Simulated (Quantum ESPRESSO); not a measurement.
Runs of Quantum ESPRESSO 7.5 on In. The cell holds a slab with vacuum, 7 atoms: a = 3.364 Å, b = 3.364 Å, c = 31.200 Å, α = 90.00°, β = 90.00°, γ = 120.00°. The slab is cut from a database's or a generator's crystal, which needn't be the stable form of the element.

```csv
smearing,gap on the mesh (eV),largest force (eV/Å),work function (eV)
fermi-dirac 0.025 eV,none,0.07,(b)
fermi-dirac 0.05 eV,none,0.06,3.77
fermi-dirac 0.1 eV,none,0.06,3.81
fermi-dirac 0.01 eV,none,0.06,3.72
fermi-dirac 0.2 eV,none,0.04,(a)
```

Alike in all rows: task work function; level PBE; potentials or basis PseudoDojo 0.4.1 SR PBE standard; no spin polarisation; cell as given; k mesh 7 × 7 × 1; cutoff (eV) 952.

Question: Fill in the values left out.

Answer: (a) 3.84; (b) 3.74.

A k mesh can miss the band edges, and the runs leave out spin-orbit coupling on In.

A gap of «none» marks a metal or a gap under the smearing width.
